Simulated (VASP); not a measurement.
# FeO (Wuestite) (Fm-3m) in VASP: settings compared

One crystal, FeO (Wuestite), is run at these levels: PBE+MBD, PBE+MBD-FI, PBE+dDsC, PBE+rVV10; tasks: relaxation of cell and atoms.

Everything below comes from runs of VASP 6.6.1. Logs are shortened: lines on timing, memory, paths and dates and some standing lists are left out, and cuts for length are marked.

## (1) The crystal as given

It takes space group Fm-3m (No. 225, cubic). Conventional cell: a = 4.311 Å, b = 4.311 Å, c = 4.311 Å, α = 90.00°, β = 90.00°, γ = 90.00°. Around Fe (site symmetry m-3m) lie 6 O at 2.16 Å. O (site symmetry m-3m) has 6 Fe at 2.16 Å as nearest neighbours.

## (2) Relaxation of cell and atoms, PBE+MBD, collinear spin, ferromagnetic start

INCAR

```
  ALGO = Fast
  EDIFF = 1E-6
  EDIFFG = -0.005
  ENCUT = 600
  GGA = PE
  IBRION = 2
  ISIF = 3
  ISMEAR = -1
  ISPIN = 2
  IVDW = 202
  LASPH = True
  LCHARG = False
  LMAXMIX = 4
  LORBIT = 11
  LREAL = False
  LWAVE = False
  MAGMOM = 3 0
  NELM = 120
  NSW = 40
  PREC = Accurate
  SIGMA = 0.05
```

KPOINTS

```
k-points
0
Gamma
  8 8 8
```

POSCAR

```
FeO
1.0
    0.0000000000      2.1554000000      2.1554000000
    2.1554000000      0.0000000000      2.1554000000
    2.1554000000      2.1554000000      0.0000000000
Fe O
1 1
Direct
    0.0000000000      0.0000000000      0.0000000000
    0.5000000000      0.5000000000      0.5000000000
```

Potentials or basis: VASP PAW PBE potentials, release 64 (Fe, O).

Run with:

```bash
$ cat potpaw_PBE.64/Fe/POTCAR potpaw_PBE.64/O/POTCAR > POTCAR
$ mpirun -np 1 vasp_std > vasp.out
```

OUTCAR:

```text
EDIFF = 1E-6
   EDIFFG = -0.005
   ENCUT = 600
   GGA = PE
   IBRION = 2
   ISIF = 3
   ISMEAR = -1
   ISPIN = 2
   IVDW = 202
   LASPH = True
   LORBIT = 11
   LREAL = False
   NELM = 120
   NSW = 40
   PREC = Accurate
  IVDW = 202

 ion  position               nearest neighbor table
   1  0.000  0.000  0.000-   2 2.16   2 2.16   2 2.16   2 2.16   2 2.16   2 2.16
   2  0.500  0.500  0.500-   1 2.16   1 2.16   1 2.16   1 2.16   1 2.16   1 2.16

  LATTYP: Found a face centered cubic cell.
 ALAT       =     4.3108000000

  Lattice vectors:

 A1 = (   0.0000000000,   2.1554000000,   2.1554000000)
 A2 = (   2.1554000000,   0.0000000000,   2.1554000000)
 A3 = (   2.1554000000,   2.1554000000,   0.0000000000)

Analysis of symmetry for initial positions (statically):
=====================================================================
 Subroutine PRICEL returns:
 Original cell was already a primitive cell.

 Routine SETGRP: Setting up the symmetry group for a
 face centered cubic supercell.

 Subroutine GETGRP returns: Found 48 space group operations
 (whereof 48 operations were pure point group operations)
 out of a pool of 48 trial point group operations.

The static configuration has the point symmetry O_h .

Analysis of symmetry for dynamics (positions and initial velocities):
=====================================================================
 Subroutine PRICEL returns:
 Original cell was already a primitive cell.

 Routine SETGRP: Setting up the symmetry group for a
 face centered cubic supercell.

 Subroutine GETGRP returns: Found 48 space group operations
 (whereof 48 operations were pure point group operations)
 out of a pool of 48 trial point group operations.

The dynamic configuration has the point symmetry O_h .

Analysis of structural, dynamic, and magnetic symmetry:
=====================================================================
 Subroutine PRICEL returns:
 Original cell was already a primitive cell.

 Routine SETGRP: Setting up the symmetry group for a
 face centered cubic supercell.

 Subroutine GETGRP returns: Found 48 space group operations
 (whereof 48 operations were pure point group operations)
 out of a pool of 48 trial point group operations.

The overall configuration has the point symmetry O_h .

 Subroutine INISYM returns: Found 48 space group operations
 (whereof 48 operations are pure point group operations),
 and found     1 'primitive' translations

----------------------------------------------------------------------------------------

                                     Primitive cell

  volume of cell :      20.0269

  direct lattice vectors                    reciprocal lattice vectors
     0.000000000  2.155400000  2.155400000    -0.231975503  0.231975503  0.231975503
     2.155400000  0.000000000  2.155400000     0.231975503 -0.231975503  0.231975503
     2.155400000  2.155400000  0.000000000     0.231975503  0.231975503 -0.231975503

  length of vectors
     3.048195912  3.048195912  3.048195912     0.401793358  0.401793358  0.401793358

  position of ions in fractional coordinates (direct lattice)
     0.000000000  0.000000000  0.000000000
     0.500000000  0.500000000  0.500000000

  ion indices of the primitive-cell ions
   primitive index   ion index
                 1           1
                 2           2

----------------------------------------------------------------------------------------

 KPOINTS: k-points

Automatic generation of k-mesh.
 Grid dimensions read from file:
 generate k-points for:    8    8    8

 Generating k-lattice:

  Cartesian coordinates                     Fractional coordinates (reciprocal lattice)
    -0.028996938  0.028996938  0.028996938     0.125000000  0.000000000  0.000000000
     0.028996938 -0.028996938  0.028996938     0.000000000  0.125000000  0.000000000
     0.028996938  0.028996938 -0.028996938     0.000000000  0.000000000  0.125000000

  Length of vectors
     0.050224170  0.050224170  0.050224170

  Shift w.r.t. Gamma in fractional coordinates (k-lattice)
     0.000000000  0.000000000  0.000000000

 Subroutine IBZKPT returns following result:
 ===========================================

 Found     29 irreducible k-points:

 Following reciprocal coordinates:
            Coordinates               Weight
  0.000000  0.000000  0.000000      1.000000
  0.125000  0.000000  0.000000      8.000000
  0.250000  0.000000  0.000000      8.000000
  0.375000  0.000000  0.000000      8.000000
  0.500000  0.000000  0.000000      4.000000
  0.125000  0.125000  0.000000      6.000000
[... 16 lines left out ...]
  0.500000  0.250000  0.125000     48.000000
 -0.375000  0.250000  0.125000     24.000000
 [... further k-points ...]
   k-points           NKPTS =     29   k-points in BZ     NKDIM =     29   number of bands    NBANDS=     13
   number of dos      NEDOS =    301   number of ions     NIONS =      2
   total plane-waves  NPLWV =  13824
   dimension x,y,z NGX =    24 NGY =   24 NGZ =   24
   dimension x,y,z NGXF=    48 NGYF=   48 NGZF=   48
   ions per type =               1   1
   NGX,Y,Z   is equivalent  to a cutoff of  13.09, 13.09, 13.09 a.u.
   NGXF,Y,Z  is equivalent  to a cutoff of  26.18, 26.18, 26.18 a.u.
 SYSTEM =  unknown system
   PREC   = accura    normal or accurate (medium, high low for compatibility)
   ISTART =      0    job   : 0-new  1-cont  2-samecut
   ICHARG =      2    charge: 1-file 2-atom 10-const
   ISPIN  =      2    spin polarized calculation?
   LNONCOLLINEAR =      F non collinear calculations
   LSORBIT =      F    spin-orbit coupling
   LASPH  =      T    aspherical Exc in radial PAW
   ENCUT  =  600.0 eV  44.10 Ry    6.64 a.u.   6.09  6.09  6.09*2*pi/ulx,y,z
   NELM   =    120;   NELMIN=  2; NELMDL= -5     # of ELM steps
   EDIFF  = 0.1E-05   stopping-criterion for ELM
   LREAL  =      F    real-space projection
   EDIFFG = -.5E-02   stopping-criterion for IOM
   NSW    =     40    number of steps for IOM
   IBRION =      2    ionic relax: 0-MD 1-quasi-New 2-CG
   NFREE  =      1    steps in history (QN), initial steepest desc. (CG)
   ISIF   =      3    stress and relaxation
   ISYM   =      2    0-nonsym 1-usesym 2-fastsym
   POTIM  = 0.5000    time-step for ionic-motion
   TEBEG  =    0.0;   TEEND  =   0.0 temperature during run
   PSTRESS=    0.0 pullay stress
   NELECT =      14.0000    total number of electrons
   NUPDOWN=      -1.0000    fix difference up-down
   EMIN   =  10.00;   EMAX   =-10.00  energy-range for DOS
   EFERMI =   0.00;   METHOD = LEGACY
   ISMEAR =    -1;   SIGMA  =   0.05  broadening in eV -4-tet -1-fermi 0-gaus
   EFERMI_NEDOS =   21; number of points for ismear=-14 and -15
   IALGO  =     68    algorithm
   IMIX   =      4    mixing-type and parameters
     AMIX     =   0.40;   BMIX     =  1.00
     AMIX_MAG =   1.60;   BMIX_MAG =  1.00
  volume/ion in A,a.u.               =      10.01        67.57
  Fermi-wavevector in a.u.,A,eV,Ry     =   1.452935  2.745650 28.722187  2.111021
  Thomas-Fermi vector in A             =   2.570260
   LORBIT       =     11    0 simple, 1 ext, 2 COOP (PROOUT), +10 PAW based schemes
   GGA     = PE    functional components
   LHFCALC =     F    Hartree Fock is set to
   AEXX    =    0.0000 exact exchange contribution
   IVDW    =   202    specifies the selected vdW correction
   LEPSILON=     F    determine dielectric tensor
   LRPA    =     F    only Hartree local field effects (RPA)
 conjugate gradient relaxation of ions
 spin polarized calculation
 RMM-DIIS sequential band-by-band and
  energy-cutoff  :      600.00
  volume of cell :       20.03
 maximum number of plane-waves:       692
   NGX = 13   NGY = 13   NGZ = 13

--------------------------------------- Ionic step        1  -------------------------------------------

 number of electron      13.9999999 magnetization       4.0005175

 Free energy of the ion-electron system (eV)
  ---------------------------------------------------
  ext. energy  EPLUGINS =         0.00000000
  ---------------------------------------------------
  free energy    TOTEN  =       -14.93672471 eV

  energy without entropy =      -14.92311902  energy(sigma->0) =      -14.92992186

------------------------ aborting loop because EDIFF is reached ----------------------------------------

  Tkatchenko/Scheffler method for vdW energy calculation

  Edisp (eV):   -0.75529
[... 231 lines left out ...]
--------------------------------------- Ionic step        7  -------------------------------------------

 number of electron      13.9999997 magnetization       3.9992781

 Free energy of the ion-electron system (eV)
  ---------------------------------------------------
  ext. energy  EPLUGINS =         0.00000000
  ---------------------------------------------------
  free energy    TOTEN  =       -14.92230748 eV

  energy without entropy =      -14.90922766  energy(sigma->0) =      -14.91576757

 E-fermi :   6.6078     XC(G=0): -12.3644

 val. band max:        6.6069868452   @ k =  -0.2500   0.3750   0.1250
 cond. band min:       6.6577767983   @ k =   0.2500   0.1250   0.0000
 fundamental gap:      0.0507899531
 Fermi energy:         6.6077836903

 spin component 1

 k-point     1 :       0.0000    0.0000    0.0000
  band No.  band energies     occupation
      1     -14.4235      1.00000
      2       2.6732      1.00000
      3       2.6732      1.00000
      4       2.6732      1.00000
      5       2.6889      1.00000
      6       2.6889      1.00000
      7       2.6889      1.00000
      8       2.9176      1.00000
      9       2.9176      1.00000
     10       6.8954      0.00316
     11      22.1929      0.00000
     12      23.9411      0.00000
     13      23.9411      0.00000
[... 356 lines left out ...]
      2      -1.7039      1.00000
      3      -0.3156      1.00000
      4      -0.0447      1.00000
      5       3.3663      1.00000
      6       3.5499      1.00000
      7       4.0169      1.00000
      8       5.0336      1.00000
      9       5.7753      1.00000
     10      13.0375      0.00000
     11      14.9662      0.00000
     12      17.0286      0.00000
     13      20.0186      0.00000

 [... further k-points ...]

 spin component 2

 k-point     1 :       0.0000    0.0000    0.0000
  band No.  band energies     occupation
      1     -13.8778      1.00000
      2       3.2479      1.00000
      3       3.2479      1.00000
      4       3.2479      1.00000
      5       5.8162      1.00000
      6       5.8164      1.00000
      7       5.8164      1.00000
      8       6.7783      0.03198
      9       6.7786      0.03179
     10       7.7071      0.00000
     11      22.1563      0.00000
     12      24.8565      0.00000
     13      24.8565      0.00000
[... 369 lines left out ...]
 [... further k-points ...]

------------------------ aborting loop because EDIFF is reached ----------------------------------------

  Hirshfeld charges:
            ion         q(e)
   ------------------------------
      1     Fe       0.36799634
      2     O       -0.36799634

  Tkatchenko/Scheffler method for vdW energy calculation

  Edisp (eV):   -0.78428

  FORCE on cell =-STRESS in cart. coord.  units (eV):
  Direction    XX          YY          ZZ          XY          YZ          ZX
  --------------------------------------------------------------------------------------
  -------------------------------------------------------------------------------------
  Total      -0.00110    -0.00110    -0.00110    -0.00000     0.00000     0.00000
  in kB      -0.09124    -0.09124    -0.09124    -0.00000     0.00000     0.00000
  external pressure =       -0.09 kB  Pullay stress =        0.00 kB
[... 17 lines left out ...]
  FREE ENERGIE OF THE ION-ELECTRON SYSTEM (eV)
  ---------------------------------------------------
  free  energy   TOTEN  =       -15.7065924678 eV

  energy  without entropy=      -15.6935126522  energy(sigma->0) =      -15.70005256

 reached required accuracy - stopping structural energy minimisation

 total charge

# of ion       s       p       d       tot
------------------------------------------
    1        0.298   0.383   6.113   6.794
    2        1.553   3.460   0.000   5.013
--------------------------------------------------
tot          1.850   3.843   6.113  11.806

 magnetization (x)

# of ion       s       p       d       tot
------------------------------------------
    1        0.027   0.022   3.563   3.613
    2        0.031   0.277   0.000   0.309
--------------------------------------------------
tot          0.058   0.299   3.563   3.921
```

Wall time 3.6 min (1 thread of Intel Xeon Platinum 8175M at 2.50GHz (Skylake/Cascade Lake), shared host); peak memory 0.16 GiB.

What came out:

| Property | Result |
| --- | --- |
| Free energy | -15.7066 eV |
| Relaxed volume | 9.66 Å³/atom |
| Relaxed cell | a = 3.012 Å, b = 3.012 Å, c = 3.012 Å, α = 60.00°, β = 60.00°, γ = 60.00° |
| Space group after relaxing (to 0.05 Å) | Fm-3m (No. 225) |
| Energy gained by relaxing | 7.3 meV/atom |
| Ionic steps | 7 |
| Pressure after relaxing | 0.0 GPa |
| Band gap on the k mesh | none (metal or under the smearing width) |
| Net moment | 4.00 μB per cell |
| Site moments | Fe +3.61; O +0.31 μB |
| Valence electrons inside the program's atomic spheres | Fe 6.79; O 5.01 |
| Hirshfeld charges | Fe +0.37; O -0.37 e |
| Dispersion energy per atom | -0.392 eV |

The path:
| step | energy change (eV) | largest force (eV/Å) | pressure (GPa) | volume (Å³) |
| --- | --- | --- | --- | --- |
| 1 | 0.0000 | 0.0000 | -6.73 | 20.03 |
| 2 | -0.0058 | 0.0000 | 5.17 | 18.83 |
| 3 | -0.0145 | 0.0000 | -0.34 | 19.35 |
| 4 | -0.0146 | 0.0000 | -0.09 | 19.32 |
| 5 | -0.0145 | 0.0000 | 0.13 | 19.31 |
| 6 | -0.0145 | 0.0000 | -0.18 | 19.33 |
| 7 | -0.0146 | 0.0000 | -0.01 | 19.32 |

Final structure:
```
CELL_PARAMETERS angstrom
0.00000 2.12956 2.12956
2.12956 0.00000 2.12956
2.12956 2.12956 0.00000
ATOMIC_POSITIONS crystal
Fe 0.00000 0.00000 0.00000
O 0.50000 0.50000 0.50000
```

Levels at points of the mesh, in eV from the Fermi level:
Spin up:
| k point | band 7 | band 8 | band 9 | band 10 | band 11 | band 12 |
| --- | --- | --- | --- | --- | --- | --- |
| (0.00, 0.00, 0.00) | -3.92 | -3.69 | -3.69 | 0.29 | 15.59 | 17.33 |
| (0.50, 0.00, 0.00) | -2.46 | -0.23 | -0.23 | 4.18 | 8.82 | 12.81 |
| (0.50, 0.50, 0.00) | -2.76 | -2.76 | -2.72 | 5.56 | 8.98 | 10.96 |
Spin down:
```csv
k point,band 2,band 3,band 4,band 5,band 6,band 7,band 8,band 9
"(0.00, 0.00, 0.00)",-3.36,-3.36,-3.36,-0.79,-0.79,-0.79,0.17,0.17
"(0.50, 0.00, 0.00)",-8.29,-5.36,-5.36,0.41,0.41,0.63,2.91,2.92
"(0.50, 0.50, 0.00)",-7.13,-4.58,-4.58,-2.26,0.75,0.77,0.77,1.23
```

Caveat: a cell with one magnetic atom can't hold antiferromagnetic order, which such compounds often take; semilocal functionals often make such compounds metallic where correlation or magnetic order opens a gap, which also shifts bond lengths; pairwise dispersion overbinds metals, which lowers pressure and volume.

## (3) Relaxation of cell and atoms, PBE+MBD-FI, collinear spin, ferromagnetic start

Edit INCAR of step 2 so:

```diff
@@ -9,3 +9,3 @@
   ISPIN = 2
-  IVDW = 202
+  IVDW = 263
   LASPH = True
```

KPOINTS is that of step 2.

POSCAR is that of step 2.

Potentials or basis: VASP PAW PBE potentials, release 64 (Fe, O).

Run with:

```bash
$ cat potpaw_PBE.64/Fe/POTCAR potpaw_PBE.64/O/POTCAR > POTCAR
$ mpirun -np 1 vasp_std > vasp.out
```

Run time: 5.9 min. Hardware: 1 thread of Intel Xeon Platinum 8175M at 2.50GHz (Skylake/Cascade Lake), shared host; peak memory 0.16 GiB.

It converged, with:

| Item | Value |
| --- | --- |
| Free energy | -15.6445 eV |
| Relaxed volume | 9.67 Å³/atom |
| Relaxed cell | a = 3.013 Å, b = 3.013 Å, c = 3.013 Å, α = 60.00°, β = 60.00°, γ = 60.00° |
| Space group after relaxing (to 0.05 Å) | Fm-3m (No. 225) |
| Energy gained by relaxing | 5.8 meV/atom |
| Ionic steps | 7 |
| Pressure after relaxing | 0.0 GPa |
| Band gap on the k mesh | none (metal or under the smearing width) |
| Net moment | 4.00 μB per cell |
| Site moments | Fe +3.61; O +0.31 μB |
| Valence electrons inside the program's atomic spheres | Fe 6.79; O 5.01 |
| Hirshfeld charges | Fe +0.37; O -0.37 e |
| Dispersion energy per atom | -0.360 eV |

Step by step:
```tsv
step	energy change (eV)	largest force (eV/Å)	pressure (GPa)	volume (Å³)
1	0.0000	0.0000	-6.42	20.03
2	-0.0024	0.0000	4.84	18.89
3	-0.0118	0.0000	-0.98	19.45
4	-0.0116	0.0000	-0.17	19.35
5	-0.0116	0.0000	0.20	19.33
6	-0.0117	0.0000	-0.23	19.36
7	-0.0116	0.0000	0.05	19.34
```

Final structure:
```
Fe O
1.0
     0.00000    2.13059    2.13059
     2.13059    0.00000    2.13059
     2.13059    2.13059    0.00000
Fe O
1 1
Direct
  0.00000 0.00000 0.00000
  0.50000 0.50000 0.50000
```

Levels at points of the mesh, in eV from the Fermi level:
Spin up:
| k point | band 6 | band 7 | band 8 | band 9 | band 10 | band 11 | band 12 | band 13 |
| --- | --- | --- | --- | --- | --- | --- | --- | --- |
| (0.00, 0.00, 0.00) | -3.92 | -3.92 | -3.69 | -3.69 | 0.28 | 15.58 | 17.32 | 17.32 |
| (0.50, 0.00, 0.00) | -3.05 | -2.46 | -0.23 | -0.23 | 4.17 | 8.80 | 12.80 | 12.80 |
| (0.50, 0.50, 0.00) | -3.28 | -2.76 | -2.76 | -2.73 | 5.54 | 8.97 | 10.95 | 15.12 |
Spin down:
```tsv
k point	band 1	band 2	band 3	band 4	band 5	band 6	band 7	band 8	band 9	band 10
(0.00, 0.00, 0.00)	-20.47	-3.36	-3.36	-3.36	-0.79	-0.79	-0.79	0.17	0.17	1.09
(0.50, 0.00, 0.00)	-19.20	-8.27	-5.36	-5.36	0.41	0.41	0.63	2.91	2.91	4.67
(0.50, 0.50, 0.00)	-19.20	-7.12	-4.57	-4.57	-2.25	0.75	0.77	0.77	1.22	6.89
```

Caveat: a cell with one magnetic atom can't hold antiferromagnetic order, which such compounds often take; semilocal functionals often make such compounds metallic where correlation or magnetic order opens a gap, which also shifts bond lengths; pairwise dispersion overbinds metals, which lowers pressure and volume. With open d or f shells a metallic result of PBE can be an artefact of self-interaction; +U or a hybrid may open a gap.

(Continued in part 2 of 2.)
